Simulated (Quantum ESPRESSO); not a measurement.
# Os (P6_3/mmc) in Quantum ESPRESSO: notebook, part 3 of 4

Quantum ESPRESSO 7.5. The steps go on from the part before.

## 4. Band structure, PBE

The input, pw.in:

```
&CONTROL
  calculation = 'scf'
  prefix = 'pwscf'
  outdir = './tmp'
  pseudo_dir = './pseudo'
  tprnfor = .true.
  tstress = .true.
  disk_io = 'low'
/
&SYSTEM
  ibrav = 0
  celldm(1) = 8
  nat = 2
  ntyp = 1
  ecutwfc = 70
  nbnd = 24
  occupations = 'smearing'
  smearing = 'fd'
  degauss = 0.00367493
/
&ELECTRONS
  conv_thr = 4d-10
  electron_maxstep = 120
  mixing_beta = 0.5
/
ATOMIC_SPECIES
Os   190.2300 Os_ONCV_PBE-1.2.upf
CELL_PARAMETERS alat
  0.6458375246674   0.0000000000000   0.0000000000000
 -0.3229187623337   0.5593117030823   0.0000000000000
  0.0000000000000   0.0000000000000   1.0203812425682
ATOMIC_POSITIONS crystal
Os     0.6666666667    0.3333333333    0.7500000000
Os     0.3333333333    0.6666666667    0.2500000000
K_POINTS automatic
11 11 6 0 0 0
```

The input, bands.in:

```
&CONTROL
  calculation = 'bands'
  prefix = 'pwscf'
  outdir = './tmp'
  pseudo_dir = './pseudo'
  disk_io = 'low'
  verbosity = 'high'
/
&SYSTEM
  ibrav = 0
  celldm(1) = 8
  nat = 2
  ntyp = 1
  ecutwfc = 70
  nbnd = 24
  occupations = 'smearing'
  smearing = 'fd'
  degauss = 0.00367493
/
&ELECTRONS
  conv_thr = 1d-08
  electron_maxstep = 120
  mixing_beta = 0.5
  diago_full_acc = .true.
  startingwfc = 'random'
/
ATOMIC_SPECIES
Os   190.2300 Os_ONCV_PBE-1.2.upf
CELL_PARAMETERS alat
  0.6458375246674   0.0000000000000   0.0000000000000
 -0.3229187623337   0.5593117030823   0.0000000000000
  0.0000000000000   0.0000000000000   1.0203812425682
ATOMIC_POSITIONS crystal
Os     0.6666666667    0.3333333333    0.7500000000
Os     0.3333333333    0.6666666667    0.2500000000
K_POINTS crystal
60
 0.0000000000  0.0000000000  0.0000000000 1
 0.0714285714  0.0000000000  0.0000000000 1
 0.1428571429  0.0000000000  0.0000000000 1
 0.2142857143  0.0000000000  0.0000000000 1
 0.2857142857  0.0000000000  0.0000000000 1
 0.3571428571  0.0000000000  0.0000000000 1
 0.4285714286  0.0000000000  0.0000000000 1
 0.5000000000  0.0000000000  0.0000000000 1
 0.4583333333  0.0833333333  0.0000000000 1
 0.4166666667  0.1666666667  0.0000000000 1
 0.3750000000  0.2500000000  0.0000000000 1
 0.3333333333  0.3333333333  0.0000000000 1
 0.2962962963  0.2962962963  0.0000000000 1
 0.2592592593  0.2592592593  0.0000000000 1
 0.2222222222  0.2222222222  0.0000000000 1
 0.1851851852  0.1851851852  0.0000000000 1
 0.1481481481  0.1481481481  0.0000000000 1
 0.1111111111  0.1111111111  0.0000000000 1
 0.0740740741  0.0740740741  0.0000000000 1
 0.0370370370  0.0370370370  0.0000000000 1
 0.0000000000  0.0000000000  0.0000000000 1
 0.0000000000  0.0000000000  0.1250000000 1
 0.0000000000  0.0000000000  0.2500000000 1
 0.0000000000  0.0000000000  0.3750000000 1
 0.0000000000  0.0000000000  0.5000000000 1
 0.0625000000  0.0000000000  0.5000000000 1
 0.1250000000  0.0000000000  0.5000000000 1
 0.1875000000  0.0000000000  0.5000000000 1
 0.2500000000  0.0000000000  0.5000000000 1
 0.3125000000  0.0000000000  0.5000000000 1
 0.3750000000  0.0000000000  0.5000000000 1
 0.4375000000  0.0000000000  0.5000000000 1
 0.5000000000  0.0000000000  0.5000000000 1
 0.4666666667  0.0666666667  0.5000000000 1
 0.4333333333  0.1333333333  0.5000000000 1
 0.4000000000  0.2000000000  0.5000000000 1
 0.3666666667  0.2666666667  0.5000000000 1
 0.3333333333  0.3333333333  0.5000000000 1
 0.3030303030  0.3030303030  0.5000000000 1
 0.2727272727  0.2727272727  0.5000000000 1
 0.2424242424  0.2424242424  0.5000000000 1
 0.2121212121  0.2121212121  0.5000000000 1
 0.1818181818  0.1818181818  0.5000000000 1
 0.1515151515  0.1515151515  0.5000000000 1
 0.1212121212  0.1212121212  0.5000000000 1
 0.0909090909  0.0909090909  0.5000000000 1
 0.0606060606  0.0606060606  0.5000000000 1
 0.0303030303  0.0303030303  0.5000000000 1
 0.0000000000  0.0000000000  0.5000000000 1
 0.5000000000  0.0000000000  0.5000000000 1
 0.5000000000  0.0000000000  0.3750000000 1
 0.5000000000  0.0000000000  0.2500000000 1
 0.5000000000  0.0000000000  0.1250000000 1
 0.5000000000  0.0000000000  0.0000000000 1
 0.3333333333  0.3333333333  0.0000000000 1
 0.3333333333  0.3333333333  0.1000000000 1
 0.3333333333  0.3333333333  0.2000000000 1
 0.3333333333  0.3333333333  0.3000000000 1
 0.3333333333  0.3333333333  0.4000000000 1
 0.3333333333  0.3333333333  0.5000000000 1
```

Potentials or basis: SG15 PBE 1.2.

Run with:

```bash
$ OMP_NUM_THREADS=1 pw.x -in pw.in > pw.out
$ OMP_NUM_THREADS=1 pw.x -in bands.in > bands.out
```

pw.out:

```text
This program is part of the open-source Quantum ESPRESSO suite
     for quantum simulation of materials; please cite
[... 9 lines left out ...]
     --------------------
     sticks:   dense  smooth     PW     G-vecs:    dense   smooth      PW
     Sum         511     511    163                14989    14989    2489

     Using Slab Decomposition

     bravais-lattice index     =            0
     lattice parameter (alat)  =       8.0000  a.u.
     unit-cell volume          =     188.7164 (a.u.)^3
     number of atoms/cell      =            2
     number of atomic types    =            1
     number of electrons       =        32.00
     number of Kohn-Sham states=           24
     kinetic-energy cutoff     =      70.0000  Ry
     charge density cutoff     =     280.0000  Ry
     scf convergence threshold =      4.0E-10
     mixing beta               =       0.5000
     number of iterations used =            8  plain     mixing
     Exchange-correlation= PBE
                           (   1   4   3   4   0   0   0)

     celldm(1)=   8.000000  celldm(2)=   0.000000  celldm(3)=   0.000000
     celldm(4)=   0.000000  celldm(5)=   0.000000  celldm(6)=   0.000000

     crystal axes: (cart. coord. in units of alat)
               a(1) = (   0.645838   0.000000   0.000000 )
               a(2) = (  -0.322919   0.559312   0.000000 )
               a(3) = (   0.000000   0.000000   1.020381 )

     reciprocal axes: (cart. coord. in units 2 pi/alat)
               b(1) = (  1.548377  0.893956 -0.000000 )
               b(2) = (  0.000000  1.787912  0.000000 )
               b(3) = (  0.000000 -0.000000  0.980026 )

     PseudoPot. # 1 for Os read from file:
     Os_ONCV_PBE-1.2.upf
     Pseudo is Norm-conserving, Zval = 16.0
     Generated using ONCVPSP code by D. R. Hamann
     Using radial grid of  602 points,  8 beta functions with:
                l(1) =   0
                l(2) =   0
                l(3) =   1
                l(4) =   1
                l(5) =   2
                l(6) =   2
                l(7) =   3
                l(8) =   3

     atomic species   valence    mass     pseudopotential
     Os               16.00   190.23000     Os( 1.00)

     24 Sym. Ops., with inversion, found (12 have fractional translation)

   Cartesian axes

     site n.     atom                  positions (alat units)
         1        Os     tau(   1) = (   0.3229188   0.1864372   0.7652859  )
         2        Os     tau(   2) = (  -0.0000000   0.3728745   0.2550953  )

     number of k points=    64  Fermi-Dirac smearing, width (Ry)=  0.0037
                       cart. coord. in units 2pi/alat
        k(    1) = (   0.0000000   0.0000000   0.0000000), wk =   0.0027548
        k(    2) = (   0.0000000   0.0000000   0.1633376), wk =   0.0055096
        k(    3) = (   0.0000000   0.0000000   0.3266753), wk =   0.0055096
        k(    4) = (   0.0000000   0.0000000  -0.4900129), wk =   0.0027548
        k(    5) = (   0.0000000   0.1625374   0.0000000), wk =   0.0165289
        k(    6) = (   0.0000000   0.1625374   0.1633376), wk =   0.0330579
[... 56 lines left out ...]
        k(   63) = (   0.4222846   0.8939559   0.3266753), wk =   0.0330579
        k(   64) = (   0.4222846   0.8939559  -0.4900129), wk =   0.0165289

     Dense  grid:    14989 G-vectors     FFT dimensions: (  27,  27,  48)

     Initial potential from superposition of free atoms

     starting charge      31.9187, renormalised to      32.0000
     Starting wfcs are random

     Self-consistent Calculation

     iteration #  1     ecut=    70.00 Ry     beta= 0.50
     Davidson diagonalization with overlap
     ethr =  1.00E-02,  avg # of iterations =  8.1

     Threshold (ethr) on eigenvalues was too large:
     Diagonalizing with lowered threshold

     Davidson diagonalization with overlap
     ethr =  2.77E-04,  avg # of iterations =  2.1

     total energy              =    -368.10568616 Ry
     estimated scf accuracy    <       0.08369399 Ry

     iteration #  2     ecut=    70.00 Ry     beta= 0.50
     Davidson diagonalization with overlap
     ethr =  2.62E-04,  avg # of iterations =  2.1

     total energy              =    -368.12036514 Ry
     estimated scf accuracy    <       0.00175254 Ry

     iteration #  3     ecut=    70.00 Ry     beta= 0.50
     Davidson diagonalization with overlap
     ethr =  5.48E-06,  avg # of iterations =  4.6

     total energy              =    -368.12050274 Ry
     estimated scf accuracy    <       0.00031446 Ry

     iteration #  4     ecut=    70.00 Ry     beta= 0.50
     Davidson diagonalization with overlap
     ethr =  9.83E-07,  avg # of iterations =  1.0

     total energy              =    -368.12051561 Ry
     estimated scf accuracy    <       0.00000363 Ry

     iteration #  5     ecut=    70.00 Ry     beta= 0.50
     Davidson diagonalization with overlap
     ethr =  1.13E-08,  avg # of iterations =  2.0

     total energy              =    -368.12051654 Ry
     estimated scf accuracy    <       0.00000040 Ry

     iteration #  6     ecut=    70.00 Ry     beta= 0.50
     Davidson diagonalization with overlap
     ethr =  1.25E-09,  avg # of iterations =  2.0

     total energy              =    -368.12051663 Ry
     estimated scf accuracy    <       0.00000001 Ry

     iteration #  7     ecut=    70.00 Ry     beta= 0.50
     Davidson diagonalization with overlap
     ethr =  4.07E-11,  avg # of iterations =  2.0

     End of self-consistent calculation

          k = 0.0000 0.0000 0.0000 (  1809 PWs)   bands (ev):

   -60.5406 -60.4249 -20.4912 -19.5519 -19.5519 -19.3740 -19.3740 -19.3246
    15.2296  18.3847  23.1361  23.1361  23.3902  23.9803  23.9803  24.6292
    24.6292  26.1921  27.8867  27.8867  35.2076  39.4943  41.9178  43.1856

          k = 0.0000 0.0000 0.1633 (  1852 PWs)   bands (ev):

   -60.5329 -60.4327 -20.4173 -19.5401 -19.5401 -19.4074 -19.3860 -19.3860
    15.5743  18.4233  22.9580  22.9580  23.1938  23.7636  23.7636  25.1154
    25.1154  25.1648  27.9185  27.9185  36.6844  38.9305  42.1482  43.3037

          k = 0.0000 0.0000 0.3267 (  1858 PWs)   bands (ev):

   -60.5119 -60.4540 -20.2125 -19.6300 -19.5078 -19.5078 -19.4188 -19.4188
    16.5120  18.3487  22.7660  22.8150  22.8150  23.3161  23.3161  23.4516
    26.1019  26.1019  27.7512  27.7512  38.6617  39.7794  40.6041  44.9766

          k = 0.0000 0.0000-0.4900 (  1846 PWs)   bands (ev):

   -60.4830 -60.4830 -19.9256 -19.9256 -19.4634 -19.4634 -19.4634 -19.4634
    17.6702  17.6702  22.6061  22.6061  22.9435  22.9435  22.9435  22.9435
    27.1004  27.1004  27.1004  27.1004  39.1937  39.1937  43.5030  43.5030

          k = 0.0000 0.1625 0.0000 (  1850 PWs)   bands (ev):

   -60.5340 -60.4224 -20.4630 -19.6115 -19.5721 -19.4365 -19.3825 -19.3383
    15.5646  18.6779  22.5781  23.4288  23.7462  23.9049  24.1472  24.2538
    24.3980  25.1438  28.0485  29.5078  35.1829  40.1813  42.3343  43.7322

          k = 0.0000 0.1625 0.1633 (  1843 PWs)   bands (ev):

   -60.5266 -60.4299 -20.3943 -19.5972 -19.5595 -19.4853 -19.3953 -19.3806
    15.8993  18.7297  22.5663  23.1923  23.2480  23.3322  24.0126  24.5850
    24.9757  25.1447  28.0393  28.9292  36.6896  39.6086  42.5210  43.6505

          k = 0.0000 0.1625 0.3267 (  1859 PWs)   bands (ev):

   -60.5063 -60.4505 -20.2044 -19.6710 -19.5564 -19.5251 -19.4414 -19.4303
    16.8159  18.6766  22.4133  22.5355  22.7451  23.0339  23.5587  23.8163
    26.0061  26.1264  27.7810  28.1525  39.3123  39.5379  41.2000  44.5845

          k = 0.0000 0.1625-0.4900 (  1856 PWs)   bands (ev):

   -60.4784 -60.4784 -19.9396 -19.9396 -19.5009 -19.5009 -19.4778 -19.4778
    17.9761  17.9761  22.1134  22.1134  23.0856  23.0856  23.1737  23.1737
    27.0501  27.0501  27.2368  27.2368  39.7121  39.7121  43.1976  43.1976
[... 307 lines left out ...]
          k = 0.4223 0.7314-0.4900 (  1870 PWs)   bands (ev):

   -60.4217 -60.4217 -20.2721 -20.2721 -19.8994 -19.8994 -19.5379 -19.5379
    19.9076  19.9076  21.5833  21.5833  22.7030  22.7030  24.6254  24.6254
    28.2802  28.2802  32.2411  32.2411  36.5591  36.5591  39.2101  39.2101

          k = 0.4223 0.8940 0.0000 (  1875 PWs)   bands (ev):

   -60.4247 -60.4128 -20.1788 -19.9936 -19.9790 -19.8646 -19.7599 -19.7461
    19.6645  20.5706  20.6735  21.7066  22.5796  22.9791  24.7625  27.4721
    28.0029  28.3103  31.4722  31.5727  33.4615  38.9645  40.8807  41.1285

          k = 0.4223 0.8940 0.1633 (  1870 PWs)   bands (ev):

   -60.4239 -60.4136 -20.1881 -20.0832 -20.0569 -19.7958 -19.7400 -19.6531
    19.7752  20.6038  20.7233  21.4494  22.6274  23.0105  24.7056  27.3731
    27.5387  28.1446  31.8519  31.8657  34.4178  38.3831  38.7957  40.8616

          k = 0.4223 0.8940 0.3267 (  1873 PWs)   bands (ev):

   -60.4217 -60.4158 -20.2470 -20.2043 -20.0362 -19.8641 -19.6012 -19.5545
    19.9124  20.5385  20.9763  21.2854  22.6334  22.9905  24.6600  25.8449
    27.6941  28.1519  32.7289  33.0398  35.8934  37.0542  37.0969  39.5763

          k = 0.4223 0.8940-0.4900 (  1870 PWs)   bands (ev):

   -60.4187 -60.4187 -20.2652 -20.2652 -19.9537 -19.9537 -19.5323 -19.5323
    20.1259  20.1259  21.3739  21.3739  22.7345  22.7345  24.8953  24.8953
    27.9231  27.9231  33.8544  33.8544  35.6366  35.6366  38.1543  38.1543

     the Fermi energy is    26.1443 ev

!    total energy              =    -368.12051663 Ry
     estimated scf accuracy    <          3.1E-10 Ry
     smearing contrib. (-TS)   =      -0.00096764 Ry
     internal energy E=F+TS    =    -368.11954899 Ry

     The total energy is F=E-TS. E is the sum of the following terms:
     one-electron contribution =     -50.95431452 Ry
     hartree contribution      =      45.80670165 Ry
     xc contribution           =     -38.21227538 Ry
     ewald contribution        =    -324.75966074 Ry

     convergence has been achieved in   7 iterations

     Forces acting on atoms (cartesian axes, Ry/au):

     atom    1 type  1   force =     0.00000000   -0.00000000    0.00000000
     atom    2 type  1   force =     0.00000000    0.00000000    0.00000000

     Total force =     0.000000     Total SCF correction =     0.000000

     Computing stress (Cartesian axis) and pressure

          total   stress  (Ry/bohr**3)                   (kbar)     P=       80.85
   0.00054088   0.00000000   0.00000000           79.57        0.00        0.00
  -0.00000000   0.00054088   0.00000000           -0.00       79.57        0.00
   0.00000000   0.00000000   0.00056701            0.00        0.00       83.41

=------------------------------------------------------------------------------=
   JOB DONE.
=------------------------------------------------------------------------------=
```

It took 74 s on 1 thread of Arm Neoverse V1, shared host; peak memory 0.09 GiB.

What came out:

| Quantity | Value |
| --- | --- |
| Free energy | -5008.5348 eV |
| Pressure | 8.1 GPa |
| Band gap on the k mesh | none (metal or under the smearing width) |

Levels at the corners of the path, in eV from the Fermi level:
```
point  band 12  band 13  band 14  band 15  band 16  band 17  band 18  band 19  band 20  band 21
    Γ    -3.01    -2.75    -2.16    -2.16    -1.52    -1.52     0.05     1.74     1.74     9.06
    M    -3.51    -2.87    -2.53    -1.83     2.11     2.68     2.80     4.49     5.77     9.25
    K    -4.58    -3.39    -3.39    -1.29     1.54     1.54     2.13     5.33     5.33     7.09
    Γ    -3.01    -2.75    -2.16    -2.16    -1.52    -1.52     0.05     1.74     1.74     9.06
    A    -3.54    -3.20    -3.20    -3.20    -3.20     0.96     0.96     0.96     0.96    13.05
    L    -5.30    -1.17    -1.17    -0.14    -0.14     2.45     2.45     3.36     3.36     9.12
    H    -4.92    -3.39    -3.39    -1.32    -1.32     1.68     1.68     8.40     8.40     9.38
    A    -3.54    -3.20    -3.20    -3.20    -3.20     0.96     0.96     0.96     0.96    13.05
    L    -5.30    -1.17    -1.17    -0.14    -0.14     2.45     2.45     3.36     3.36     9.12
    M    -3.51    -2.87    -2.53    -1.83     2.11     2.68     2.80     4.49     5.77     9.25
    K    -4.58    -3.39    -3.39    -1.29     1.54     1.54     2.13     5.33     5.33     7.09
    H    -4.92    -3.39    -3.39    -1.32    -1.32     1.68     1.68     8.40     8.40     9.38
```

Caveat: spin-orbit coupling is left out, which moves the levels of the heavy elements.

## 5. Band structure, RPBE

Changes to pw.in since step 4:

```diff
@@ -16,2 +16,3 @@
   nbnd = 24
+  input_dft = 'rpbe'
   occupations = 'smearing'
```

Changes to bands.in since step 4:

```diff
@@ -15,2 +15,3 @@
   nbnd = 24
+  input_dft = 'rpbe'
   occupations = 'smearing'
```

Run with:

```bash
$ OMP_NUM_THREADS=1 pw.x -in pw.in > pw.out
$ OMP_NUM_THREADS=1 pw.x -in bands.in > bands.out
```

Wall time 75 s (1 thread of Arm Neoverse V1, shared host); peak memory 0.09 GiB.

The run converged. Its results:

* Free energy: -5009.2193 eV
* Pressure: 11.5 GPa
* Band gap on the k mesh: none (metal or under the smearing width)

Stress tensor (GPa, compression positive):
```
11.36  0.00  0.00
 0.00 11.36  0.00
 0.00  0.00 11.85
```

Levels at the corners of the path, in eV from the Fermi level:
| point | band 13 | band 14 | band 15 | band 16 | band 17 | band 18 | band 19 | band 20 |
| --- | --- | --- | --- | --- | --- | --- | --- | --- |
| Γ | -2.75 | -2.16 | -2.16 | -1.51 | -1.51 | 0.05 | 1.74 | 1.74 |
| M | -2.87 | -2.53 | -1.82 | 2.10 | 2.67 | 2.79 | 4.48 | 5.77 |
| K | -3.39 | -3.39 | -1.28 | 1.54 | 1.54 | 2.12 | 5.36 | 5.36 |
| Γ | -2.75 | -2.16 | -2.16 | -1.51 | -1.51 | 0.05 | 1.74 | 1.74 |
| A | -3.19 | -3.19 | -3.19 | -3.19 | 0.95 | 0.95 | 0.95 | 0.95 |
| L | -1.16 | -1.16 | -0.13 | -0.13 | 2.44 | 2.44 | 3.36 | 3.36 |
| H | -3.39 | -3.39 | -1.32 | -1.32 | 1.68 | 1.68 | 8.40 | 8.40 |
| A | -3.19 | -3.19 | -3.19 | -3.19 | 0.95 | 0.95 | 0.95 | 0.95 |
| L | -1.16 | -1.16 | -0.13 | -0.13 | 2.44 | 2.44 | 3.36 | 3.36 |
| M | -2.87 | -2.53 | -1.82 | 2.10 | 2.67 | 2.79 | 4.48 | 5.77 |
| K | -3.39 | -3.39 | -1.28 | 1.54 | 1.54 | 2.12 | 5.36 | 5.36 |
| H | -3.39 | -3.39 | -1.32 | -1.32 | 1.68 | 1.68 | 8.40 | 8.40 |

Caveat: the potentials were made for another functional, which shifts forces and pressure; spin-orbit coupling is left out, which moves the levels of the heavy elements.

[end of part 3 of 4]
